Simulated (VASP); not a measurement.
# TePb (Pnma) in VASP: further runs

One crystal, TePb, is run at these levels: PBE; tasks: single point.

Program: VASP 6.6.1. These are calculated values, not measurements. Logs are shortened: lines on timing, memory, paths and dates and some standing lists are left out, and cuts for length are marked.

## Step 1: The undisturbed crystal

It takes space group Pnma (No. 62, orthorhombic). Conventional cell: a = 7.972 Å, b = 4.571 Å, c = 7.915 Å, α = 90.00°, β = 90.00°, γ = 90.00°. Around Pb (site symmetry m) lie 6 Te at 3.30 to 3.31 Å. Around Te (site symmetry m) lie 6 Pb at 3.30 to 3.31 Å.

The cell comes from a database or a generator and needn't be the stable form of this composition.

## Step 2: Single point, PBE, 34.61 Å³/atom (strain = -0.04)

INCAR

```
SYSTEM = TePb
PREC = Accurate
ENCUT = 520
EDIFF = 1E-6
ISMEAR = -1
SIGMA = 0.05
LREAL = .False.
LASPH = .True.
NELM = 60
ALGO = Normal
ISIF = 2
LWAVE = .False.
LCHARG = .True.
GGA = PE
LELF = .True.
LVHAR = .True.
NBANDS = 50
```

KPOINTS

```
Automatic mesh
0
Gamma
  3 5 3
  0 0 0
```

POSCAR

```
TePb
1.0
    7.6528689600      0.0000000000      0.0000000000
    0.0000000000      4.5705828900      0.0000000000
    0.0000000000      0.0000000000      7.9149684600
Pb Te
4 4
Direct
    0.9984680700      0.2500000000      0.2512549200
    0.4984680700      0.2500000000      0.2487450800
    0.5015319300      0.7500000000      0.7512549200
    0.0015319300      0.7500000000      0.7487450800
    0.7510934300      0.2500000000      0.9166170000
    0.2510934300      0.2500000000      0.5833830000
    0.7489065700      0.7500000000      0.4166170000
    0.2489065700      0.7500000000      0.0833830000
```

Potentials or basis: VASP PAW PBE potentials, release 64 (Pb_d, Te).

The run is started by

```bash
$ cat potpaw_PBE.64/Pb_d/POTCAR potpaw_PBE.64/Te/POTCAR > POTCAR
$ mpirun -np 1 vasp_std > vasp.out
```

OUTCAR:

```text
SYSTEM = TePb
   PREC = Accurate
   ENCUT = 520
   EDIFF = 1E-6
   ISMEAR = -1
   LREAL = .False.
   LASPH = .True.
   NELM = 60
   ISIF = 2
   GGA = PE

 ion  position               nearest neighbor table
   1  0.998  0.250  0.251-   7 3.25   7 3.25   5 3.26   6 3.26   8 3.27   8 3.27   2 3.83   2 3.83

   2  0.498  0.250  0.249-   8 3.25   8 3.25   6 3.26   5 3.26   7 3.27   7 3.27   1 3.83   1 3.83

   3  0.502  0.750  0.751-   5 3.25   5 3.25   7 3.26   8 3.26   6 3.27   6 3.27   4 3.83   4 3.83

   4  0.002  0.750  0.749-   6 3.25   6 3.25   8 3.26   7 3.26   5 3.27   5 3.27   3 3.83   3 3.83

   5  0.751  0.250  0.917-   3 3.25   3 3.25   1 3.26   2 3.26   4 3.27   4 3.27
   6  0.251  0.250  0.583-   4 3.25   4 3.25   2 3.26   1 3.26   3 3.27   3 3.27
   7  0.749  0.750  0.417-   1 3.25   1 3.25   3 3.26   4 3.26   2 3.27   2 3.27
   8  0.249  0.750  0.083-   2 3.25   2 3.25   4 3.26   3 3.26   1 3.27   1 3.27

  LATTYP: Found a simple orthorhombic cell.
 ALAT       =     4.5705828900
 B/A-ratio  =     1.6743748323
 C/A-ratio  =     1.7317197063

  Lattice vectors:

 A1 = (   0.0000000000,  -4.5705828900,   0.0000000000)
 A2 = (   7.6528689600,   0.0000000000,   0.0000000000)
 A3 = (   0.0000000000,   0.0000000000,   7.9149684600)

Analysis of symmetry for initial positions (statically):
=====================================================================
 Subroutine PRICEL returns:
 Original cell was already a primitive cell.

 Routine SETGRP: Setting up the symmetry group for a
 simple orthorhombic supercell.

 Subroutine GETGRP returns: Found  8 space group operations
 (whereof  2 operations were pure point group operations)
 out of a pool of  8 trial point group operations.

The static configuration has the point symmetry S_2 .
 The point group associated with its full space group is D_2h.

Analysis of symmetry for dynamics (positions and initial velocities):
=====================================================================
 Subroutine PRICEL returns:
 Original cell was already a primitive cell.

 Routine SETGRP: Setting up the symmetry group for a
 simple orthorhombic supercell.

 Subroutine GETGRP returns: Found  8 space group operations
 (whereof  2 operations were pure point group operations)
 out of a pool of  8 trial point group operations.

The dynamic configuration has the point symmetry S_2 .
[... 102 lines left out ...]
   NSW    =      0    number of steps for IOM
   IBRION =     -1    ionic relax: 0-MD 1-quasi-New 2-CG
   NFREE  =      0    steps in history (QN), initial steepest desc. (CG)
   ISIF   =      2    stress and relaxation
   ISYM   =      2    0-nonsym 1-usesym 2-fastsym
   POTIM  = 0.5000    time-step for ionic-motion
   TEBEG  =    0.0;   TEEND  =   0.0 temperature during run
   PSTRESS=    0.0 pullay stress
   NELECT =      80.0000    total number of electrons
   NUPDOWN=      -1.0000    fix difference up-down
   EMIN   =  10.00;   EMAX   =-10.00  energy-range for DOS
   EFERMI =   0.00;   METHOD = LEGACY
   ISMEAR =    -1;   SIGMA  =   0.05  broadening in eV -4-tet -1-fermi 0-gaus
   EFERMI_NEDOS =   21; number of points for ismear=-14 and -15
   IALGO  =     38    algorithm
   IMIX   =      4    mixing-type and parameters
     AMIX     =   0.40;   BMIX     =  1.00
     AMIX_MAG =   1.60;   BMIX_MAG =  1.00
  volume/ion in A,a.u.               =      34.61       233.53
  Fermi-wavevector in a.u.,A,eV,Ry     =   1.082322  2.045292 15.938148  1.171421
  Thomas-Fermi vector in A             =   2.218361
   LORBIT       =      0    0 simple, 1 ext, 2 COOP (PROOUT), +10 PAW based schemes
   GGA     = PE    functional components
   LHFCALC =     F    Hartree Fock is set to
   AEXX    =    0.0000 exact exchange contribution
   IVDW    =     0    specifies the selected vdW correction
   LEPSILON=     F    determine dielectric tensor
   LRPA    =     F    only Hartree local field effects (RPA)
 non-spin polarized calculation
  energy-cutoff  :      520.00
  volume of cell :      276.85
 maximum number of plane-waves:      7498
 NGX is ok and might be reduce to    60
   NGX = 29   NGY = 17   NGZ = 29

 number of electron      80.0000015 magnetization

 Free energy of the ion-electron system (eV)
  ---------------------------------------------------
  ext. energy  EPLUGINS =         0.00000000
  ---------------------------------------------------
  free energy    TOTEN  =       -29.72472685 eV

  energy without entropy =      -29.72022352  energy(sigma->0) =      -29.72247519

 E-fermi :   5.8632     XC(G=0):  -9.1644

 val. band max:        5.6943829855   @ k =   0.0000   0.0000   0.0000
 cond. band min:       5.8665131550   @ k =   0.0000   0.4000   0.0000
 fundamental gap:      0.1721301695
 Fermi energy:         5.8631798148

 k-point     1 :       0.0000    0.0000    0.0000
  band No.  band energies     occupation
      1     -11.4523      2.00000
      2     -11.4405      2.00000
      3     -11.4314      2.00000
      4     -11.4088      2.00000
      5     -11.4086      2.00000
      6     -11.4076      2.00000
[... 625 lines left out ...]
     49       9.2075      0.00000
     50       9.4761      0.00000

------------------------ aborting loop because EDIFF is reached ----------------------------------------

  FORCE on cell =-STRESS in cart. coord.  units (eV):
  Direction    XX          YY          ZZ          XY          YZ          ZX
  --------------------------------------------------------------------------------------
  -------------------------------------------------------------------------------------
  Total        4.3806459      2.4860700      2.2221686      0.0000000      0.0000000      0.0000000
  in kB       25.3515010     14.3872859     12.8600463      0.0000000      0.0000000      0.0000000
  external PRESSURE =      17.5329444 kB  Pullay stress =       0.0000000 kB

 VOLUME and BASIS-vectors are now :
 -----------------------------------------------------------------------------
  energy-cutoff  :      520.00
  volume of cell :      276.85
      direct lattice vectors                 reciprocal lattice vectors
     7.652868960  0.000000000  0.000000000     0.130669949  0.000000000  0.000000000
     0.000000000  4.570582890  0.000000000     0.000000000  0.218790475  0.000000000
     0.000000000  0.000000000  7.914968460     0.000000000  0.000000000  0.126342891

 POSITION                                       TOTAL-FORCE (eV/Angst)
 -----------------------------------------------------------------------------------
      7.64115      1.14265      1.98867         0.006618     -0.000000     -0.002505
      3.81471      1.14265      1.96881         0.006618     -0.000000      0.002505
      3.83816      3.42794      5.94616        -0.006618     -0.000000     -0.002505
      0.01172      3.42794      5.92629        -0.006618      0.000000      0.002505
      5.74802      1.14265      7.25499         0.000097      0.000000     -0.000473
      1.92159      1.14265      4.61746         0.000097      0.000000      0.000473
      5.73128      3.42794      3.29751        -0.000097      0.000000     -0.000473
      1.90485      3.42794      0.65997        -0.000097     -0.000000      0.000473
 -----------------------------------------------------------------------------------
    total drift:                                0.000000      0.000000     -0.000000

  FREE ENERGIE OF THE ION-ELECTRON SYSTEM (eV)
  ---------------------------------------------------
  free  energy   TOTEN  =       -29.7247268505 eV

  energy  without entropy=      -29.7202235209  energy(sigma->0) =      -29.72247519
```

OSZICAR:

```text
N       E                     dE             d eps       ncg     rms          rms(c)
DAV:   1     0.851098469299E+03    0.85110E+03   -0.34677E+04  1200   0.158E+03
DAV:   2     0.771212102621E+02   -0.77398E+03   -0.75095E+03  1210   0.426E+02
DAV:   3    -0.239980064792E+02   -0.10112E+03   -0.96518E+02  1532   0.179E+02
DAV:   4    -0.299210009933E+02   -0.59230E+01   -0.58517E+01  1440   0.454E+01
DAV:   5    -0.302387385605E+02   -0.31774E+00   -0.31737E+00  1568   0.101E+01    0.656E+00
DAV:   6    -0.297273746186E+02    0.51136E+00   -0.91628E-01  1672   0.462E+00    0.436E+00
DAV:   7    -0.297243916954E+02    0.29829E-02   -0.46232E-01  1712   0.232E+00    0.148E+00
DAV:   8    -0.297228909999E+02    0.15007E-02   -0.49125E-02  1468   0.141E+00    0.755E-01
DAV:   9    -0.297249289044E+02   -0.20379E-02   -0.39497E-03  1528   0.337E-01    0.121E-01
DAV:  10    -0.297246559902E+02    0.27291E-03   -0.58312E-04  1592   0.175E-01    0.560E-02
DAV:  11    -0.297247409800E+02   -0.84990E-04   -0.47407E-04  1496   0.109E-01    0.593E-02
DAV:  12    -0.297247305141E+02    0.10466E-04   -0.46009E-05  1506   0.340E-02    0.347E-02
DAV:  13    -0.297247262536E+02    0.42605E-05   -0.14699E-05  1264   0.206E-02    0.127E-02
DAV:  14    -0.297247268505E+02   -0.59688E-06   -0.90854E-07   864   0.515E-03
   1 F= -.29724727E+02 E0= -.29722475E+02  d E =-.450333E-02
```

stdout:

```text
POSCAR found type information on POSCAR PbTe
 POSCAR found :  2 types and       8 ions
 scaLAPACK will be used
 LDA part: xc-table for (Slater+PW92), standard interpolation
 POSCAR, INCAR and KPOINTS ok, starting setup
 FFT: planning ... GRIDC
 FFT: planning ... GRID_SOFT
 FFT: planning ... GRID
 WAVECAR not read
 entering main loop
```

Run time: 2 min. Hardware: 1 thread of Intel Xeon Platinum 8488C (Sapphire Rapids), shared host; peak memory 0.4 GiB.

Results:

| Property | Result |
| --- | --- |
| Free energy | -29.7247 eV |
| Pressure | 1.8 GPa |
| Largest force | 0.007 eV/Å |
| Band gap on the k mesh | none (metal or under the smearing width) |

## Step 3: Single point, PBE, 35.33 Å³/atom (strain = -0.02)

INCAR is that of step 2.

KPOINTS is that of step 2.

POSCAR: that of step 2 with these lines changed.

```diff
@@ -2,3 +2,3 @@
 1.0
-    7.6528689600      0.0000000000      0.0000000000
+    7.8123037300      0.0000000000      0.0000000000
     0.0000000000      4.5705828900      0.0000000000
```

Potentials or basis: VASP PAW PBE potentials, release 64 (Pb_d, Te).

The run is started by

```bash
$ cat potpaw_PBE.64/Pb_d/POTCAR potpaw_PBE.64/Te/POTCAR > POTCAR
$ mpirun -np 1 vasp_std > vasp.out
```

Run time: 2.1 min. Hardware: 1 thread of Intel Xeon Platinum 8488C (Sapphire Rapids), shared host; peak memory 0.4 GiB.

Results (log left out):

```
Free energy            : -29.7910 eV
Pressure               : 0.8 GPa
Largest force          : 0.005 eV/Å
Band gap on the k mesh : none (metal or under the smearing width)
```
